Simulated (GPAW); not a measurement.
# SnO2 (Cassiterite) (P4_2/mnm) in GPAW: further runs, part 2 of 2

GPAW 26.7.0. The steps go on from the part before.

## Step 4: Single point, PBE

The input, run.py:

```python
from ase.dft.bandgap import bandgap
from ase.io import read, write
from ase.units import GPa
from gpaw import GPAW, PW

atoms = read('SnO2.cif')

calc = GPAW(mode=PW(340),
            xc='PBE',
            kpts={'size': (4, 4, 5), 'gamma': True},
            occupations={'name': 'fermi-dirac', 'width': 0.05},
            nbands=43,
            convergence={'density': 1e-05, 'energy': 1e-05},
            maxiter=50,
            txt='gpaw.txt')
atoms.calc = calc
energy = atoms.get_potential_energy()
forces = atoms.get_forces()
stress = atoms.get_stress()
calc.write('gs.gpw')
write('result.traj', atoms)
print(f'Energy: {energy:.6f} eV')
print('Forces (eV/A):')
print(forces.round(4))
print('Stress (GPa):', (stress / GPa).round(3))
print('Fermi level:', round(calc.get_fermi_level(), 4), 'eV')
print(f'Gap: {bandgap(calc)[0]:.4f} eV, direct: {bandgap(calc, direct=True)[0]:.4f} eV')
```

The input, SnO2.cif:

```cif
data_SnO2
_cell_length_a 4.73800000
_cell_length_b 4.73800000
_cell_length_c 3.18650000
_cell_angle_alpha 90.00000000
_cell_angle_beta 90.00000000
_cell_angle_gamma 90.00000000
_space_group_name_H-M_alt 'P4_2/mnm'
_space_group_name_Hall '-P 4n 2n'
_space_group_IT_number 136
loop_
_space_group_symop_operation_xyz
'x,y,z'
'-x,-y,-z'
'-y+1/2,x+1/2,z+1/2'
'y+1/2,-x+1/2,-z+1/2'
'-x,-y,z'
'x,y,-z'
'y+1/2,-x+1/2,z+1/2'
'-y+1/2,x+1/2,-z+1/2'
'x+1/2,-y+1/2,-z+1/2'
'-x+1/2,y+1/2,z+1/2'
'-y,-x,-z'
'y,x,z'
'-x+1/2,y+1/2,-z+1/2'
'x+1/2,-y+1/2,z+1/2'
'y,x,-z'
'-y,-x,z'
loop_
_atom_site_label
_atom_site_type_symbol
_atom_site_symmetry_multiplicity
_atom_site_Wyckoff_symbol
_atom_site_fract_x
_atom_site_fract_y
_atom_site_fract_z
_atom_site_occupancy
Sn1 Sn 2 a 0.5000000000 0.5000000000 0.5000000000 1
O1 O 4 f 0.8071000000 0.1929000000 0.5000000000 1
```

Potentials or basis: GPAW PAW data sets (gpaw-data 1.2.1), pw.

Launch:

```bash
$ OMP_NUM_THREADS=1 python run.py
```

gpaw.txt:

```text
__  _  _
 | _ |_)|_||  |
 |__||  | ||/\| - 26.7.0

Input parameters:
  mode=PW(ecut=340.0),
  convergence={'density': 1e-05, 'energy': 1e-05},
  kpts=MonkhorstPack(size=(4, 4, 5), gamma=True),
  maxiter=50,
  nbands=43,
  occupations=Occupations(name='fermi-dirac', width=0.05),
  xc=XC(name='PBE')

Diagonalizing LCAO Hamiltonian
Converting LCAO to pw mode
    .-----------.
   /|           |
  / |           |
 *  | O         |
 |  .---Sn-O----.
 | /       O   /
 |/   O       /
 Sn----------*

Atoms  # Å, Bohr magnetons
|   | symbol |        x |        y |        z |    initial magnetic moments |
|---|--------|----------|----------|----------|-----------------------------|
| 0 |     Sn | 2.369000 | 2.369000 | 1.593250 | ( 0.0000,  0.0000,  0.0000) |
| 1 |     Sn | 0.000000 | 0.000000 | 0.000000 | ( 0.0000,  0.0000,  0.0000) |
| 2 |      O | 3.824040 | 0.913960 | 1.593250 | ( 0.0000,  0.0000,  0.0000) |
| 3 |      O | 0.913960 | 3.824040 | 1.593250 | ( 0.0000,  0.0000,  0.0000) |
| 4 |      O | 1.455040 | 1.455040 | 0.000000 | ( 0.0000,  0.0000,  0.0000) |
| 5 |      O | 3.282960 | 3.282960 | 0.000000 | ( 0.0000,  0.0000,  0.0000) |

Unit cell  # Å
| periodic |        x |        y |        z |  lengths |    angles |
|----------|----------|----------|----------|----------|-----------|
|      yes | 4.738000 | 0.000000 | 0.000000 | 4.738000 | 90.000000 |
|      yes | 0.000000 | 4.738000 | 0.000000 | 4.738000 | 90.000000 |
|      yes | 0.000000 | 0.000000 | 3.186500 | 3.186500 | 90.000000 |

Number of symmetries: 8
Symmetry operations  # r_c * U_cc + t_c -> r_c
|   | kind |            matrix            |
|---|------|------------------------------|
| 0 |  E   |  1, 0, 0,  0, 1, 0,  0, 0, 1 |
| 1 |  σ   |  1, 0, 0,  0, 1, 0,  0, 0,-1 |
| 2 |  σ   |  0, 1, 0,  1, 0, 0,  0, 0, 1 |
| 3 |  C2  |  0, 1, 0,  1, 0, 0,  0, 0,-1 |
| 4 |  σ   |  0,-1, 0, -1, 0, 0,  0, 0, 1 |
| 5 |  C2  |  0,-1, 0, -1, 0, 0,  0, 0,-1 |
| 6 |  C2  | -1, 0, 0,  0,-1, 0,  0, 0, 1 |
| 7 |  i   | -1, 0, 0,  0,-1, 0,  0, 0,-1 |

BZ-sampling:
  Number of BZ points: 80
  Number of IBZ points: 21

  Monkhorst-Pack size: [4, 4, 5]
  Monkhorst-Pack shift: [0.125, 0.125, 0.0]

K-points  # in reciprocal-cell coordinates
|     |                                coordinates |     weight |
|-----|--------------------------------------------|------------|
|   0 | (  0.00000000,   0.00000000,   0.00000000) | 0.01250000 |
|   1 | (  0.00000000,   0.00000000,   0.20000000) | 0.02500000 |
|   2 | (  0.00000000,   0.00000000,   0.40000000) | 0.02500000 |
|   3 | (  0.25000000,  -0.25000000,   0.00000000) | 0.02500000 |
|   4 | (  0.25000000,  -0.25000000,   0.20000000) | 0.05000000 |
|   5 | (  0.25000000,  -0.25000000,   0.40000000) | 0.05000000 |
[... 79 lines left out ...]

Reference energy: -344184.795819  # eV

eigensolver:
  PPCG
  Converge bands: occupied
  niter=2

density mixing:
  MSR1-Mixer
  Pratt-step length: 0.05
  Maximum mixing coefficient: 0.75
  Old densities: 10
  SVD Regularization: 0.005
  Good broyden scale: 1.0
  Trust region scale: 1.0
  Backstep threshold: 4.0
  History deletion threshold: 6.0
  Fourier metric: weight=20.0, sigma=0.015

occupation numbers:
  Fermi-Dirac:
    width: 0.0500  # eV

poisson solver:
  ecut: 2720.0  # eV

xc functional:
  name: PBE with 2 nearest neighbor stencil

convergence criteria:
- Maximum integral of absolute [dens]ity change: 1e-05 electrons / valence electron
- Maximum [total energy] change in last 3 cyles: 1e-05 eV / valence electron
- Maximum integral of absolute [eigenst]ate change: 4e-08 eV^2 / valence electron
maximum number of iterations: 50

SCF iterations
|iter     | |      energy | eigst |  dens |
|---------|-|-------------|-------|-------|
|iter:   1| |  -24.365615 | +0.21 |       |
|iter:   2| |  -23.820482 | -1.59 | -0.96 |
|iter:   3| |  -21.604114 | -1.19 | -1.00 |
|iter:   4| |  -21.467427 | -2.71 | -1.44 |
|iter:   5| |  -21.467677 | -3.80 | -2.10 |
|iter:   6| |  -21.467211c| -4.58 | -2.82 |
|iter:   7| |  -21.467399c| -5.63 | -3.08 |
|iter:   8| |  -21.467419c| -6.59 | -3.63 |
|iter:   9| |  -21.467420c| -8.00c| -4.43 |
|iter:  10| |  -21.467420c| -7.82c| -4.95 |
|iter:  11| |  -21.467420c| -8.65c| -5.85c|

Converged in 11 steps
Energy contributions relative to reference atoms: (reference = -344184.795819)

Energy contributions:
  Kinetic:          21.486590
  Coulomb:           1.252440
  Zero:             -0.544776
  External:          0.000000
  Xc:              -43.661672
  Entropy:          -0.000003
  Spinorbit:         0.000000
  ----------------------------
  Free energy:     -21.467422
  Extrapolated:    -21.467420

dipole moment: (-15.486610, -15.486610, -28.609992)  # |e|*Ang

Fermi level: 6.665
Eigenvalues  # (at kpt = [0.000, 0.000, 0.000])
| band index |      eig [eV] | occ [0-2] |
|------------|---------------|-----------|
|          0 |       -15.072 |     2.000 |
|        ... |               |           |
|         18 |         3.046 |     2.000 |
|         19 |         4.237 |     2.000 |
|         20 |         4.273 |     2.000 |
|         21 |         4.997 |     2.000 |
|         22 |         5.006 |     2.000 |
|         23 |         5.562 |     2.000 |
[... 8 lines left out ...]
|         32 |        18.495 |     0.000 |
|         33 |        18.496 |     0.000 |
|        ... |               |           |
|         42 |        26.123 |     0.000 |

Gap: 0.888 eV
Transition (v -> c):
  (s=0, k=0, n=25, [0.00, 0.00, 0.00]) -> (s=0, k=0, n=26, [0.00, 0.00, 0.00])
No difference between direct/indirect transitions

Forces  # eV/Ang
|        x |        y |       z |
|----------|----------|---------|
| -0.00000 |  0.00000 | 0.00000 |  # Sn   0
|  0.00000 |  0.00000 | 0.00000 |  # Sn   1
|  0.03132 | -0.03132 | 0.00000 |  # O    2
| -0.03132 |  0.03132 | 0.00000 |  # O    3
| -0.05606 | -0.05606 | 0.00000 |  # O    4
|  0.05606 |  0.05606 | 0.00000 |  # O    5

Stress tensor  # eV/Ang^3
|         x |         y |        z |
|-----------|-----------|----------|
|  0.673824 | -0.000572 | 0.000000 |
| -0.000572 |  0.673824 | 0.000000 |
|  0.000000 |  0.000000 | 0.625193 |

# Writing to gs.gpw (mode='')
```

Wall time 12 s (1 thread of Intel Xeon 6975P-C (Granite Rapids), shared host); peak memory 0.15 GiB.

These settings aren't checked as converged: the numbers below hold their error.

Results:

- Free energy: -21.4674 eV
- Pressure: -105.4 GPa
- Largest force: 0.079 eV/Å
- Band gap on the k mesh: 0.89 eV, direct

Caveat: the k mesh is coarse; the cutoff is short for stress and forces, so pressures can be off by a GPa or more; a pressure of tens of GPa on the cell as given is suspect, and the run, the potentials or the cell itself is likely at fault; spin-orbit coupling is left out, which moves the levels of the heavy elements.

## Step 5: Relaxation of cell and atoms, PBEint

The input, run.py:

```python
from ase.filters import FrechetCellFilter
from ase.io import read, write
from ase.optimize import BFGS
from gpaw import GPAW, PW, setup_paths

setup_paths.insert(0, '.')

atoms = read('POSCAR')

calc = GPAW(mode=PW(800),
            xc='GGA_X_PBEINT+GGA_C_PBEINT',
            kpts={'size': (4, 4, 5), 'gamma': True},
            occupations={'name': 'fermi-dirac', 'width': 0.05},
            nbands=43,
            convergence={'density': 1e-06, 'energy': 1e-06, 'eigenstates': 1e-10},
            maxiter=150,
            txt='gpaw.txt')
atoms.calc = calc
opt = BFGS(FrechetCellFilter(atoms), trajectory='relax.traj', logfile='-')
done = opt.run(fmax=0.05, steps=100)
calc.write('gs.gpw')
write('result.traj', atoms)
print('Converged:', done)
print('Cell:', atoms.cell.cellpar().round(4))
print('Volume:', round(atoms.get_volume(), 4))
print(atoms.get_scaled_positions().round(5))
```

The input, POSCAR:

```
SnO2
1.0
    4.7380000000      0.0000000000      0.0000000000
    0.0000000000      4.7380000000      0.0000000000
    0.0000000000      0.0000000000      3.1865000000
Sn O
2 4
Direct
    0.5000000000      0.5000000000      0.5000000000
    0.0000000000      0.0000000000      0.0000000000
    0.8071000000      0.1929000000      0.5000000000
    0.6929000000      0.6929000000      0.0000000000
    0.1929000000      0.8071000000      0.5000000000
    0.3071000000      0.3071000000      0.0000000000
```

Potentials or basis: PAW data sets generated in the run's folder for this functional, pw.

Launch:

```bash
$ gpaw-setup -f GGA_X_PBEINT+GGA_C_PBEINT O Sn
$ OMP_NUM_THREADS=1 python run.py
```

gpaw.txt:

```text
__  _  _
 | _ |_)|_||  |
 |__||  | ||/\| - 26.7.0

Input parameters:
  mode=PW(ecut=800.0),
  convergence={'density': 1e-06, 'energy': 1e-06, 'eigenstates': 1e-10},
  kpts=MonkhorstPack(size=(4, 4, 5), gamma=True),
  maxiter=150,
  nbands=43,
  occupations=Occupations(name='fermi-dirac', width=0.05),
  xc=XC(name='GGA_X_PBEINT+GGA_C_PBEINT')

Diagonalizing LCAO Hamiltonian
Converting LCAO to pw mode
    .-----------.
   /|           |
  / |           |
 *  | O         |
 |  .---Sn-O----.
 | /       O   /
 |/   O       /
 Sn----------*

Atoms  # Å, Bohr magnetons
|   | symbol |        x |        y |        z |    initial magnetic moments |
|---|--------|----------|----------|----------|-----------------------------|
| 0 |     Sn | 2.369000 | 2.369000 | 1.593250 | ( 0.0000,  0.0000,  0.0000) |
| 1 |     Sn | 0.000000 | 0.000000 | 0.000000 | ( 0.0000,  0.0000,  0.0000) |
| 2 |      O | 3.824040 | 0.913960 | 1.593250 | ( 0.0000,  0.0000,  0.0000) |
| 3 |      O | 3.282960 | 3.282960 | 0.000000 | ( 0.0000,  0.0000,  0.0000) |
| 4 |      O | 0.913960 | 3.824040 | 1.593250 | ( 0.0000,  0.0000,  0.0000) |
| 5 |      O | 1.455040 | 1.455040 | 0.000000 | ( 0.0000,  0.0000,  0.0000) |

Unit cell  # Å
| periodic |        x |        y |        z |  lengths |    angles |
|----------|----------|----------|----------|----------|-----------|
|      yes | 4.738000 | 0.000000 | 0.000000 | 4.738000 | 90.000000 |
|      yes | 0.000000 | 4.738000 | 0.000000 | 4.738000 | 90.000000 |
|      yes | 0.000000 | 0.000000 | 3.186500 | 3.186500 | 90.000000 |

Number of symmetries: 8
Symmetry operations  # r_c * U_cc + t_c -> r_c
|   | kind |            matrix            |
|---|------|------------------------------|
| 0 |  E   |  1, 0, 0,  0, 1, 0,  0, 0, 1 |
| 1 |  σ   |  1, 0, 0,  0, 1, 0,  0, 0,-1 |
| 2 |  σ   |  0, 1, 0,  1, 0, 0,  0, 0, 1 |
| 3 |  C2  |  0, 1, 0,  1, 0, 0,  0, 0,-1 |
| 4 |  σ   |  0,-1, 0, -1, 0, 0,  0, 0, 1 |
| 5 |  C2  |  0,-1, 0, -1, 0, 0,  0, 0,-1 |
| 6 |  C2  | -1, 0, 0,  0,-1, 0,  0, 0, 1 |
| 7 |  i   | -1, 0, 0,  0,-1, 0,  0, 0,-1 |
[... 214 lines left out ...]
            O
              Sn
                 O
            O
       Sn

Atoms  # Å, Bohr magnetons
|   | symbol |        x |        y |        z |    initial magnetic moments |
|---|--------|----------|----------|----------|-----------------------------|
| 0 |     Sn | 2.371160 | 2.371160 | 1.595164 | ( 0.0000,  0.0000,  0.0000) |
| 1 |     Sn | 0.000000 | 0.000000 | 0.000000 | ( 0.0000,  0.0000,  0.0000) |
| 2 |      O | 3.825392 | 0.916928 | 1.595164 | ( 0.0000,  0.0000,  0.0000) |
| 3 |      O | 3.288087 | 3.288087 | 0.000000 | ( 0.0000,  0.0000,  0.0000) |
| 4 |      O | 0.916928 | 3.825392 | 1.595164 | ( 0.0000,  0.0000,  0.0000) |
| 5 |      O | 1.454232 | 1.454232 | 0.000000 | ( 0.0000,  0.0000,  0.0000) |

Unit cell  # Å
| periodic |        x |        y |        z |  lengths |    angles |
|----------|----------|----------|----------|----------|-----------|
|      yes | 4.742319 | 0.000000 | 0.000000 | 4.742319 | 90.000000 |
|      yes | 0.000000 | 4.742319 | 0.000000 | 4.742319 | 90.000000 |
|      yes | 0.000000 | 0.000000 | 3.190329 | 3.190329 | 90.000000 |

Number of symmetries: 8
Symmetry operations  # r_c * U_cc + t_c -> r_c
|   | kind |            matrix            |
|---|------|------------------------------|
| 0 |  E   |  1, 0, 0,  0, 1, 0,  0, 0, 1 |
| 1 |  σ   |  1, 0, 0,  0, 1, 0,  0, 0,-1 |
| 2 |  σ   |  0, 1, 0,  1, 0, 0,  0, 0, 1 |
| 3 |  C2  |  0, 1, 0,  1, 0, 0,  0, 0,-1 |
| 4 |  σ   |  0,-1, 0, -1, 0, 0,  0, 0, 1 |
| 5 |  C2  |  0,-1, 0, -1, 0, 0,  0, 0,-1 |
| 6 |  C2  | -1, 0, 0,  0,-1, 0,  0, 0, 1 |
| 7 |  i   | -1, 0, 0,  0,-1, 0,  0, 0,-1 |
[... 212 lines left out ...]
            O
              Sn
                 O
            O
       Sn

Atoms  # Å, Bohr magnetons
|   | symbol |        x |        y |         z |    initial magnetic moments |
|---|--------|----------|----------|-----------|-----------------------------|
| 0 |     Sn | 2.381228 | 2.381228 |  1.603767 | ( 0.0000,  0.0000,  0.0000) |
| 1 |     Sn | 0.000000 | 0.000000 | -0.000000 | ( 0.0000,  0.0000,  0.0000) |
| 2 |      O | 3.834601 | 0.927855 |  1.603767 | ( 0.0000,  0.0000,  0.0000) |
| 3 |      O | 3.309084 | 3.309084 |  0.000000 | ( 0.0000,  0.0000,  0.0000) |
| 4 |      O | 0.927855 | 3.834601 |  1.603767 | ( 0.0000,  0.0000,  0.0000) |
| 5 |      O | 1.453373 | 1.453373 |  0.000000 | ( 0.0000,  0.0000,  0.0000) |

Unit cell  # Å
| periodic |         x |         y |        z |  lengths |    angles |
|----------|-----------|-----------|----------|----------|-----------|
|      yes |  4.762457 |  0.000000 | 0.000000 | 4.762457 | 90.000000 |
|      yes |  0.000000 |  4.762457 | 0.000000 | 4.762457 | 90.000000 |
|      yes | -0.000000 | -0.000000 | 3.207533 | 3.207533 | 89.999999 |

Number of symmetries: 8
Symmetry operations  # r_c * U_cc + t_c -> r_c
|   | kind |            matrix            |
|---|------|------------------------------|
| 0 |  E   |  1, 0, 0,  0, 1, 0,  0, 0, 1 |
| 1 |  σ   |  1, 0, 0,  0, 1, 0,  0, 0,-1 |
| 2 |  σ   |  0, 1, 0,  1, 0, 0,  0, 0, 1 |
| 3 |  C2  |  0, 1, 0,  1, 0, 0,  0, 0,-1 |
| 4 |  σ   |  0,-1, 0, -1, 0, 0,  0, 0, 1 |
| 5 |  C2  |  0,-1, 0, -1, 0, 0,  0, 0,-1 |
| 6 |  C2  | -1, 0, 0,  0,-1, 0,  0, 0, 1 |
| 7 |  i   | -1, 0, 0,  0,-1, 0,  0, 0,-1 |
[... 213 lines left out ...]
            O
              Sn
                 O
            O
       Sn

Atoms  # Å, Bohr magnetons
|   | symbol |         x |        y |         z |    initial magnetic moments |
|---|--------|-----------|----------|-----------|-----------------------------|
| 0 |     Sn |  2.383696 | 2.383696 |  1.605621 | ( 0.0000,  0.0000,  0.0000) |
| 1 |     Sn | -0.000000 | 0.000000 | -0.000000 | ( 0.0000,  0.0000,  0.0000) |
| 2 |      O |  3.838995 | 0.928397 |  1.605621 | ( 0.0000,  0.0000,  0.0000) |
| 3 |      O |  3.312093 | 3.312093 |  0.000000 | ( 0.0000,  0.0000,  0.0000) |
| 4 |      O |  0.928397 | 3.838995 |  1.605621 | ( 0.0000,  0.0000,  0.0000) |
| 5 |      O |  1.455299 | 1.455299 |  0.000000 | ( 0.0000,  0.0000,  0.0000) |
[... 232 lines left out ...]
            O
              Sn
                 O
            O
       Sn

Atoms  # Å, Bohr magnetons
|   | symbol |         x |         y |         z |    initial magnetic moments |
|---|--------|-----------|-----------|-----------|-----------------------------|
| 0 |     Sn |  2.388370 |  2.388370 |  1.608755 | ( 0.0000,  0.0000,  0.0000) |
| 1 |     Sn | -0.000000 | -0.000000 | -0.000000 | ( 0.0000,  0.0000,  0.0000) |
| 2 |      O |  3.849785 |  0.926955 |  1.608755 | ( 0.0000,  0.0000,  0.0000) |
| 3 |      O |  3.315325 |  3.315325 |  0.000000 | ( 0.0000,  0.0000,  0.0000) |
| 4 |      O |  0.926955 |  3.849785 |  1.608755 | ( 0.0000,  0.0000,  0.0000) |
| 5 |      O |  1.461415 |  1.461415 |  0.000000 | ( 0.0000,  0.0000,  0.0000) |
[... 209 lines left out ...]
Gap: 0.927 eV
Transition (v -> c):
  (s=0, k=0, n=25, [0.00, 0.00, 0.00]) -> (s=0, k=0, n=26, [0.00, 0.00, 0.00])
No difference between direct/indirect transitions

Stress tensor  # eV/Ang^3
|         x |         y |        z |
|-----------|-----------|----------|
| -0.001013 | -0.000000 | 0.000000 |
| -0.000000 | -0.001013 | 0.000000 |
|  0.000000 |  0.000000 | 0.003237 |

Forces  # eV/Ang
|        x |        y |       z |
|----------|----------|---------|
| -0.00000 | -0.00000 | 0.00000 |  # Sn   0
|  0.00000 |  0.00000 | 0.00000 |  # Sn   1
|  0.04578 | -0.04578 | 0.00000 |  # O    2
| -0.04579 | -0.04579 | 0.00000 |  # O    3
| -0.04578 |  0.04578 | 0.00000 |  # O    4
|  0.04579 |  0.04579 | 0.00000 |  # O    5

Interpolating wave functions to new cell

            O
              Sn
                 O
            O
       Sn

Atoms  # Å, Bohr magnetons
|   | symbol |        x |         y |         z |    initial magnetic moments |
|---|--------|----------|-----------|-----------|-----------------------------|
| 0 |     Sn | 2.388951 |  2.388951 |  1.608837 | ( 0.0000,  0.0000,  0.0000) |
| 1 |     Sn | 0.000000 | -0.000000 | -0.000000 | ( 0.0000,  0.0000,  0.0000) |
| 2 |      O | 3.852412 |  0.925490 |  1.608837 | ( 0.0000,  0.0000,  0.0000) |
| 3 |      O | 3.314441 |  3.314441 |  0.000000 | ( 0.0000,  0.0000,  0.0000) |
| 4 |      O | 0.925490 |  3.852412 |  1.608837 | ( 0.0000,  0.0000,  0.0000) |
| 5 |      O | 1.463461 |  1.463461 |  0.000000 | ( 0.0000,  0.0000,  0.0000) |
[... 208 lines left out ...]
Gap: 0.929 eV
Transition (v -> c):
  (s=0, k=0, n=25, [0.00, 0.00, 0.00]) -> (s=0, k=0, n=26, [0.00, 0.00, 0.00])
No difference between direct/indirect transitions

Stress tensor  # eV/Ang^3
|         x |         y |        z |
|-----------|-----------|----------|
| -0.000628 | -0.000000 | 0.000000 |
| -0.000000 | -0.000628 | 0.000000 |
|  0.000000 |  0.000000 | 0.003007 |

Forces  # eV/Ang
|        x |        y |       z |
|----------|----------|---------|
| -0.00000 | -0.00000 | 0.00000 |  # Sn   0
|  0.00000 |  0.00000 | 0.00000 |  # Sn   1
|  0.01044 | -0.01044 | 0.00000 |  # O    2
| -0.01045 | -0.01045 | 0.00000 |  # O    3
| -0.01044 |  0.01044 | 0.00000 |  # O    4
|  0.01045 |  0.01045 | 0.00000 |  # O    5

# Writing to gs.gpw (mode='')
```

Run time: 3 min. Hardware: 1 thread of Intel Xeon 6975P-C (Granite Rapids), shared host; peak memory 0.32 GiB.

Results:

```yaml
Free_energy: -39.9431 eV
Relaxed_volume: 12.24 Å³/atom
Relaxed_cell: a = 4.778 Å, b = 4.778 Å, c = 3.218 Å, α = 90.00°, β = 90.00°, γ = 90.00°
Space_group_after_relaxing_to_0.05_Å: P4_2/mnm (No. 136)
Energy_gained_by_relaxing: 6.1 meV/atom
Ionic_steps: 6
Pressure_after_relaxing: -0.1 GPa
Largest_force_after_relaxing: 0.015 eV/Å
Band_gap_on_the_k_mesh: 0.93 eV, direct
```

Forces on the atoms (eV/Å):
```
Sn   0.000  0.000  0.000
Sn   0.000  0.000  0.000
O    0.010 -0.010  0.000
O   -0.010 -0.010  0.000
O   -0.010  0.010  0.000
O    0.010  0.010  0.000
```

The path:
| step | energy change (eV) | largest force (eV/Å) | pressure (GPa) | volume (Å³) |
| --- | --- | --- | --- | --- |
| 1 | 0.0000 | 0.2111 | 5.69 | 71.53 |
| 2 | -0.0095 | 0.1267 | 4.90 | 71.75 |
| 3 | -0.0302 | 0.1494 | 1.62 | 72.75 |
| 4 | -0.0327 | 0.1463 | 0.97 | 72.99 |
| 5 | -0.0363 | 0.0648 | -0.06 | 73.41 |
| 6 | -0.0368 | 0.0148 | -0.09 | 73.45 |

Final structure:
```xyz
6
Lattice="4.7779 0.0000 0.0000 0.0000 4.7779 0.0000 0.0000 0.0000 3.2177" Properties=species:S:1:pos:R:3 pbc="T T T"
Sn    2.3890    2.3890    1.6088
Sn    0.0000    0.0000    0.0000
O     3.8524    0.9255    1.6088
O     3.3144    3.3144    0.0000
O     0.9255    3.8524    1.6088
O     1.4635    1.4635    0.0000
```

Levels at points of the mesh, in eV from the valence-band top:
```
           k point  band 22  band 23  band 24  band 25  band 26  band 27  band 28  band 29  band 30  band 31
(0.00, 0.00, 0.00)    -1.25    -1.25    -0.77    -0.77     0.00     0.93     5.88     6.07     6.07    10.20
(0.50, 0.00, 0.00)    -1.95    -1.21    -1.21    -0.62    -0.62     4.14     4.14     6.84     6.84    10.64
(0.50, 0.50, 0.00)    -1.96    -1.33    -1.33    -0.88    -0.88     4.54     4.54     7.26     7.26    10.70
```

Caveat: the k mesh is coarse; later steps reuse the first step's grids; spin-orbit coupling is left out, which moves the levels of the heavy elements. Zero-point motion and thermal expansion aren't in these numbers.
